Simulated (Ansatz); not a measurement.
The calculation used DFT PBE+D3(BJ), scalar-relativistic, plane waves, PAW (Ansatz). Settings: cutoff 420 eV, Γ-centred meshes spaced at most about 0.3 Å⁻¹, and about 0.25 Å⁻¹ or finer for metals (2π included), Gaussian smearing. No spin polarisation.

All energies are static (0 K, no zero-point motion).

Task: Order these relaxed structures of Al by energy, lowest first, with the energy over the lowest of them.
A.

```cif
data_structure
_symmetry_space_group_name_H-M 'P6/mmm'
_symmetry_Int_Tables_number 191
_cell_length_a 4.4916
_cell_length_b 4.4916
_cell_length_c 2.7226
_cell_angle_alpha 90.000
_cell_angle_beta 90.000
_cell_angle_gamma 120.000
_cell_volume 47.57
loop_
_atom_site_label
_atom_site_type_symbol
_atom_site_symmetry_multiplicity
_atom_site_Wyckoff_symbol
_atom_site_fract_x
_atom_site_fract_y
_atom_site_fract_z
_atom_site_occupancy
Al1 Al 2 c 0.33333 0.66667 0.00000 1
```

B.

```cif
data_structure
_symmetry_space_group_name_H-M 'P6_3/mmc'
_symmetry_Int_Tables_number 194
_cell_length_a 2.8148
_cell_length_b 2.8148
_cell_length_c 9.2418
_cell_angle_alpha 90.000
_cell_angle_beta 90.000
_cell_angle_gamma 120.000
_cell_volume 63.41
loop_
_atom_site_label
_atom_site_type_symbol
_atom_site_symmetry_multiplicity
_atom_site_Wyckoff_symbol
_atom_site_fract_x
_atom_site_fract_y
_atom_site_fract_z
_atom_site_occupancy
Al1 Al 2 a 0.00000 0.00000 0.00000 1
Al2 Al 2 c 0.33333 0.66667 0.25000 1
```

C.

```cif
data_structure
_symmetry_space_group_name_H-M 'P6_3/mmc'
_symmetry_Int_Tables_number 194
_cell_length_a 2.8038
_cell_length_b 2.8038
_cell_length_c 4.6764
_cell_angle_alpha 90.000
_cell_angle_beta 90.000
_cell_angle_gamma 120.000
_cell_volume 31.84
loop_
_atom_site_label
_atom_site_type_symbol
_atom_site_symmetry_multiplicity
_atom_site_Wyckoff_symbol
_atom_site_fract_x
_atom_site_fract_y
_atom_site_fract_z
_atom_site_occupancy
Al1 Al 2 c 0.66667 0.33333 0.75000 1
```

Result: B (0 meV/atom), C (24 meV/atom), A (602 meV/atom). Forms: B dhcp type, P6_3/mmc; C hcp type, P6_3/mmc; A P6/mmm. Counting all near atoms (those within 1.25 times the shortest distance at each site): B has Al 12; C has Al 12; A has Al 5. Origin: A, invented; B and C, each reached from a Materials Project cell. The lowest form computed isn't among them: it has the fcc type, space group Fm-3m (No. 225), 15.8 Å³/atom, is reached from a Materials Project cell and lies 11 meV/atom below the best shown.

The k mesh leaves some 4 meV/atom of noise in the energy of each metallic cell. Cells relaxed within their symmetry can be saddle points. Some types were kept out of the candidates beforehand, so the set may lack a known form.
